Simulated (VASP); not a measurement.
# AlNi3 (Pm-3m) in VASP: reference runs

How does AlNi3 come out in PBE? The cell is run as given and disturbed.

Program: VASP 6.6.1. These are calculated values, not measurements. Logs are shortened: lines on timing, memory, paths and dates and some standing lists are left out, and cuts for length are marked.

### Step 1. The structure

It takes space group Pm-3m (No. 221, cubic). The conventional cell has a = 3.523 Å, b = 3.523 Å, c = 3.523 Å, α = 90.00°, β = 90.00°, γ = 90.00°. Around Ni (site symmetry 4/mmm) lie 8 Ni at 2.49 Å and 4 Al at 2.49 Å. Al (site symmetry m-3m) is surrounded by 12 Ni at 2.49 Å.

The cell is a database's computed one.

### Step 2. Single point, PBE, collinear spin, ferromagnetic start

The input, INCAR:

```
ALGO = Normal
EDIFF = 1E-7
ENCUT = 520
GGA = PE
ISIF = 2
ISMEAR = -1
ISPIN = 2
LASPH = T
LCHARG = T
LELF = T
LMAXMIX = 4
LORBIT = 11
LREAL = F
LVHAR = T
LWAVE = F
MAGMOM = 1 1 1 0
NBANDS = 28
NELM = 150
PREC = Accurate
SIGMA = 0.05
```

The input, KPOINTS:

```
k-points
0
Gamma
  8 8 8
```

The input, POSCAR:

```
AlNi3
1.0
    3.5230547267      0.0000000000      0.0000000000
    0.0000000000      3.5230547267      0.0000000000
    0.0000000000      0.0000000000      3.5230547267
Ni Al
3 1
Direct
    0.5000000000      0.5000000000      0.0000000000
    0.5000000000      0.0000000000      0.5000000000
    0.0000000000      0.5000000000      0.5000000000
    0.0000000000      0.0000000000      0.0000000000
```

Potentials or basis: VASP PAW PBE potentials, release 64 (Ni, Al).

Command:

```
$ cat potpaw_PBE.64/Ni/POTCAR potpaw_PBE.64/Al/POTCAR > POTCAR
$ mpirun -np 1 vasp_std > vasp.out
```

OUTCAR:

```text
EDIFF = 1E-7
   ENCUT = 520
   GGA = PE
   ISIF = 2
   ISMEAR = -1
   ISPIN = 2
   LASPH = T
   LORBIT = 11
   LREAL = F
   NELM = 150
   PREC = Accurate

 ion  position               nearest neighbor table
   1  0.500  0.500  0.000-   2 2.49   3 2.49   4 2.49   2 2.49   3 2.49   2 2.49   4 2.49   2 2.49
                             3 2.49   4 2.49   3 2.49   4 2.49
   2  0.500  0.000  0.500-   1 2.49   3 2.49   4 2.49   1 2.49   4 2.49   1 2.49   3 2.49   1 2.49
                             3 2.49   4 2.49   4 2.49   3 2.49
   3  0.000  0.500  0.500-   1 2.49   2 2.49   4 2.49   1 2.49   4 2.49   2 2.49   4 2.49   4 2.49
                             1 2.49   2 2.49   1 2.49   2 2.49
   4  0.000  0.000  0.000-   1 2.49   2 2.49   3 2.49   2 2.49   3 2.49   1 2.49   3 2.49   3 2.49
                             1 2.49   2 2.49   2 2.49   1 2.49

  LATTYP: Found a simple cubic cell.
 ALAT       =     3.5230547267

  Lattice vectors:

 A1 = (   3.5230547267,   0.0000000000,   0.0000000000)
 A2 = (   0.0000000000,   3.5230547267,   0.0000000000)
 A3 = (   0.0000000000,   0.0000000000,   3.5230547267)

Analysis of symmetry for initial positions (statically):
=====================================================================
 Subroutine PRICEL returns:
 Original cell was already a primitive cell.

 Routine SETGRP: Setting up the symmetry group for a
 simple cubic supercell.

 Subroutine GETGRP returns: Found 48 space group operations
 (whereof 48 operations were pure point group operations)
 out of a pool of 48 trial point group operations.

The static configuration has the point symmetry O_h .

Analysis of symmetry for dynamics (positions and initial velocities):
=====================================================================
 Subroutine PRICEL returns:
 Original cell was already a primitive cell.

 Routine SETGRP: Setting up the symmetry group for a
 simple cubic supercell.

 Subroutine GETGRP returns: Found 48 space group operations
 (whereof 48 operations were pure point group operations)
 out of a pool of 48 trial point group operations.

The dynamic configuration has the point symmetry O_h .

Analysis of structural, dynamic, and magnetic symmetry:
=====================================================================
 Subroutine PRICEL returns:
 Original cell was already a primitive cell.

 Routine SETGRP: Setting up the symmetry group for a
[... 135 lines left out ...]
   GGA     = PE    functional components
   LHFCALC =     F    Hartree Fock is set to
   AEXX    =    0.0000 exact exchange contribution
   IVDW    =     0    specifies the selected vdW correction
   LEPSILON=     F    determine dielectric tensor
   LRPA    =     F    only Hartree local field effects (RPA)
 spin polarized calculation
  energy-cutoff  :      520.00
  volume of cell :       43.73
 maximum number of plane-waves:      1208
 NGX is ok and might be reduce to    28
   NGX = 13   NGY = 13   NGZ = 13

 number of electron      32.9999980 magnetization       0.6679052

 Free energy of the ion-electron system (eV)
  ---------------------------------------------------
  ext. energy  EPLUGINS =         0.00000000
  ---------------------------------------------------
  free energy    TOTEN  =       -21.87201960 eV

  energy without entropy =      -21.84204951  energy(sigma->0) =      -21.85703456

 E-fermi :   9.9304     XC(G=0): -12.8538

 val. band max:        9.9284349315   @ k =   0.5000   0.5000   0.3750
 cond. band min:       9.9307372951   @ k =   0.2500   0.1250   0.1250
 fundamental gap:      0.0023023636
 Fermi energy:         9.9303977194

 spin component 1

 k-point     1 :       0.0000    0.0000    0.0000
  band No.  band energies     occupation
      1      -0.2369      1.00000
      2       5.4568      1.00000
      3       6.1450      1.00000
      4       6.1450      1.00000
      5       6.5143      1.00000
      6       6.5143      1.00000
[... 733 lines left out ...]
     27      24.9973      0.00000
     28      25.2641      0.00000

 [... further k-points ...]

 spin component 2

 k-point     1 :       0.0000    0.0000    0.0000
  band No.  band energies     occupation
      1      -0.2628      1.00000
      2       5.5316      1.00000
      3       6.2875      1.00000
      4       6.2875      1.00000
      5       6.7804      1.00000
      6       6.7804      1.00000
[... 733 lines left out ...]
     27      24.9753      0.00000
     28      25.2899      0.00000

 [... further k-points ...]

------------------------ aborting loop because EDIFF is reached ----------------------------------------

  FORCE on cell =-STRESS in cart. coord.  units (eV):
  Direction    XX          YY          ZZ          XY          YZ          ZX
  --------------------------------------------------------------------------------------
  -------------------------------------------------------------------------------------
  Total        1.9954491      1.9954491      1.9954491      0.0000000     -0.0000000      0.0000000
  in kB       73.1127432     73.1127432     73.1127432      0.0000000     -0.0000000      0.0000000
  external PRESSURE =      73.1127432 kB  Pullay stress =       0.0000000 kB

 VOLUME and BASIS-vectors are now :
 -----------------------------------------------------------------------------
  energy-cutoff  :      520.00
  volume of cell :       43.73
      direct lattice vectors                 reciprocal lattice vectors
     3.523054727  0.000000000  0.000000000     0.283844583  0.000000000  0.000000000
     0.000000000  3.523054727  0.000000000     0.000000000  0.283844583  0.000000000
     0.000000000  0.000000000  3.523054727     0.000000000  0.000000000  0.283844583

 POSITION                                       TOTAL-FORCE (eV/Angst)
 -----------------------------------------------------------------------------------
      1.76153      1.76153      0.00000         0.000000      0.000000      0.000000
      1.76153      0.00000      1.76153         0.000000      0.000000      0.000000
      0.00000      1.76153      1.76153         0.000000      0.000000      0.000000
      0.00000      0.00000      0.00000         0.000000      0.000000      0.000000
 -----------------------------------------------------------------------------------
    total drift:                                0.000000      0.000000      0.000000

  FREE ENERGIE OF THE ION-ELECTRON SYSTEM (eV)
  ---------------------------------------------------
  free  energy   TOTEN  =       -21.8720196006 eV

  energy  without entropy=      -21.8420495103  energy(sigma->0) =      -21.85703456

 total charge

# of ion       s       p       d       tot
------------------------------------------
    1        0.507   0.545   8.396   9.448
    2        0.507   0.545   8.396   9.448
    3        0.507   0.545   8.396   9.448
    4        0.412   0.405   0.000   0.818
--------------------------------------------------
tot          1.934   2.041  25.188  29.162

 magnetization (x)

# of ion       s       p       d       tot
------------------------------------------
    1       -0.003  -0.009   0.248   0.237
    2       -0.003  -0.009   0.248   0.237
    3       -0.003  -0.009   0.248   0.237
    4       -0.001  -0.007   0.000  -0.008
--------------------------------------------------
tot         -0.009  -0.033   0.744   0.702
```

stdout:

```text
POSCAR found type information on POSCAR NiAl
 POSCAR found :  2 types and       4 ions
 scaLAPACK will be used
 LDA part: xc-table for (Slater+PW92), standard interpolation
 POSCAR, INCAR and KPOINTS ok, starting setup
 FFT: planning ... GRIDC
 FFT: planning ... GRID_SOFT
 FFT: planning ... GRID
 WAVECAR not read
 entering main loop
```

It took 48 s on 1 thread of Intel Xeon 6975P-C (Granite Rapids), shared host; peak memory 0.2 GiB.

What came out:

```yaml
Free_energy: -21.8720 eV
Pressure: 7.3 GPa
Band_gap_on_the_k_mesh: none (metal or under the smearing width)
Net_moment: 0.67 μB per cell
Site_moments: Ni +0.24; Al -0.01 μB
Valence_electrons_inside_the_program's_atomic_spheres: Ni 9.45; Al 0.82
```

Levels at points of the mesh, in eV from the Fermi level:
Spin up:
```tsv
k point	band 14	band 15	band 16	band 17	band 18	band 19	band 20	band 21
(0.00, 0.00, 0.00)	-0.06	-0.06	-0.06	0.88	0.88	0.88	6.73	6.73
(0.50, 0.00, 0.00)	-1.20	-1.07	-0.51	-0.05	5.65	5.65	5.69	5.69
(0.50, 0.50, 0.00)	-1.22	-1.00	-0.98	-0.59	0.89	0.89	8.32	8.32
(0.50, 0.50, 0.50)	-1.09	-1.09	-0.24	-0.24	-0.24	-0.21	3.57	4.18
```
Spin down:
```tsv
k point	band 12	band 13	band 14	band 15	band 16	band 17	band 18	band 19	band 20	band 21
(0.00, 0.00, 0.00)	-0.41	0.01	0.35	0.35	0.35	0.85	0.85	0.85	6.81	6.81
(0.50, 0.00, 0.00)	-1.06	-0.96	-0.96	-0.85	-0.33	0.35	5.70	5.70	5.74	5.74
(0.50, 0.50, 0.00)	-1.17	-1.17	-1.12	-0.81	-0.61	-0.46	1.16	1.16	8.36	8.36
(0.50, 0.50, 0.50)	-1.19	-1.19	-0.92	-0.92	-0.23	0.11	0.11	0.11	3.66	4.37
```

### Step 3. Single point, PBE, collinear spin, ferromagnetic start (atoms moved at random, drawn with an rms of 0.05 Å)

The input, INCAR:

```
  PREC = Accurate
  ENCUT = 520
  EDIFF = 1E-7
  ISMEAR = -1
  SIGMA = 0.05
  LREAL = F
  LASPH = T
  NELM = 100
  ALGO = Normal
  ISIF = 2
  LWAVE = F
  LCHARG = F
  ISPIN = 2
  MAGMOM = 1 1 1 0
  LORBIT = 11
  LMAXMIX = 4
  GGA = PE
  NBANDS = 28
```

The input, KPOINTS:

```
regular mesh
0
Gamma
  8 8 8
```

The input, POSCAR:

```
AlNi3
1.0
    3.5230547267      0.0000000000      0.0000000000
    0.0000000000      3.5230547267      0.0000000000
    0.0000000000      0.0000000000      3.5230547267
Ni Al
3 1
Direct
    0.5026850000      0.4964100000      0.0135770000
    0.5005900000      0.0062450000      0.4979510000
   -0.0162060000      0.4975420000      0.5045350000
   -0.0001420000     -0.0006570000     -0.0019820000
```

Potentials or basis: VASP PAW PBE potentials, release 64 (Ni, Al).

Command:

```
$ cat potpaw_PBE.64/Ni/POTCAR potpaw_PBE.64/Al/POTCAR > POTCAR
$ mpirun -np 1 vasp_std > vasp.out
```

OUTCAR:

```text
PREC = Accurate
   ENCUT = 520
   EDIFF = 1E-7
   ISMEAR = -1
   LREAL = F
   LASPH = T
   NELM = 100
   ISIF = 2
   ISPIN = 2
   LORBIT = 11
   GGA = PE

 ion  position               nearest neighbor table
   1  0.503  0.496  0.014-   3 2.42   2 2.43   3 2.47   4 2.48   2 2.48   4 2.49   4 2.49   4 2.51
                             2 2.51   3 2.52   2 2.55   3 2.56
   2  0.501  0.006  0.498-   1 2.43   3 2.43   3 2.47   1 2.48   4 2.49   4 2.49   4 2.49   4 2.49
                             1 2.51   3 2.51   1 2.55   3 2.55
   3  0.984  0.498  0.505-   1 2.42   2 2.43   1 2.47   4 2.47   2 2.47   4 2.48   4 2.50   2 2.51
                             4 2.51   1 2.52   2 2.55   1 2.56
   4  1.000  0.999  0.998-   3 2.47   1 2.48   3 2.48   2 2.49   2 2.49   1 2.49   1 2.49   2 2.49
                             2 2.49   3 2.50   1 2.51   3 2.51

  LATTYP: Found a simple cubic cell.
 ALAT       =     3.5230547267

  Lattice vectors:

 A1 = (   3.5230547267,   0.0000000000,   0.0000000000)
 A2 = (   0.0000000000,   3.5230547267,   0.0000000000)
 A3 = (   0.0000000000,   0.0000000000,   3.5230547267)

[... 1699 lines left out ...]
  Direction    XX          YY          ZZ          XY          YZ          ZX
  --------------------------------------------------------------------------------------
  -------------------------------------------------------------------------------------
  Total        2.0948830      2.1335599      2.1327122      0.0491704     -0.0550797      0.0625944
  in kB       76.7559741     78.1730842     78.1420247      1.8015909     -2.0181045      2.2934409
  external PRESSURE =      77.6903610 kB  Pullay stress =       0.0000000 kB

 VOLUME and BASIS-vectors are now :
 -----------------------------------------------------------------------------
  energy-cutoff  :      520.00
  volume of cell :       43.73
      direct lattice vectors                 reciprocal lattice vectors
     3.523054727  0.000000000  0.000000000     0.283844583  0.000000000  0.000000000
     0.000000000  3.523054727  0.000000000     0.000000000  0.283844583  0.000000000
     0.000000000  0.000000000  3.523054727     0.000000000  0.000000000  0.283844583

 POSITION                                       TOTAL-FORCE (eV/Angst)
 -----------------------------------------------------------------------------------
      1.77099      1.74888      0.04783        -0.387392      0.227149     -0.422813
      1.76361      0.02200      1.75431        -0.315311     -0.327194      0.284571
      3.46596      1.75287      1.77750         0.617882      0.188308      0.061003
      3.52255      3.52074      3.51607         0.084821     -0.088263      0.077238
 -----------------------------------------------------------------------------------
    total drift:                                0.000009     -0.000023      0.000018

  FREE ENERGIE OF THE ION-ELECTRON SYSTEM (eV)
  ---------------------------------------------------
  free  energy   TOTEN  =       -21.8357507040 eV

  energy  without entropy=      -21.8055412721  energy(sigma->0) =      -21.82064599

 total charge

# of ion       s       p       d       tot
------------------------------------------
    1        0.508   0.546   8.398   9.452
    2        0.508   0.546   8.398   9.452
    3        0.508   0.547   8.398   9.453
    4        0.412   0.405   0.000   0.818
--------------------------------------------------
tot          1.937   2.045  25.193  29.175

 magnetization (x)

# of ion       s       p       d       tot
------------------------------------------
    1       -0.003  -0.009   0.247   0.236
    2       -0.003  -0.009   0.247   0.236
    3       -0.003  -0.009   0.247   0.236
    4       -0.001  -0.007   0.000  -0.008
--------------------------------------------------
tot         -0.009  -0.033   0.742   0.700
```

stdout:

```text
POSCAR found type information on POSCAR NiAl
 POSCAR found :  2 types and       4 ions
 scaLAPACK will be used
 LDA part: xc-table for (Slater+PW92), standard interpolation
 POSCAR, INCAR and KPOINTS ok, starting setup
 FFT: planning ... GRIDC
 FFT: planning ... GRID_SOFT
 FFT: planning ... GRID
 WAVECAR not read
 entering main loop
```

It took 6.2 min on 1 thread of Intel Xeon 6975P-C (Granite Rapids), shared host; peak memory 0.51 GiB.

Results:

| Property | Result |
| --- | --- |
| Free energy | -21.8358 eV |
| Pressure | 7.8 GPa |
| Largest force | 0.649 eV/Å |
| Band gap on the k mesh | none (metal or under the smearing width) |
| Net moment | 0.67 μB per cell |
| Site moments | Ni +0.24; Al -0.01 μB |
| Valence electrons inside the program's atomic spheres | Ni 9.45; Al 0.82 |

Forces on the atoms (eV/Å):
```
Ni  -0.387  0.227 -0.423
Ni  -0.315 -0.327  0.285
Ni   0.618  0.188  0.061
Al   0.085 -0.088  0.077
```
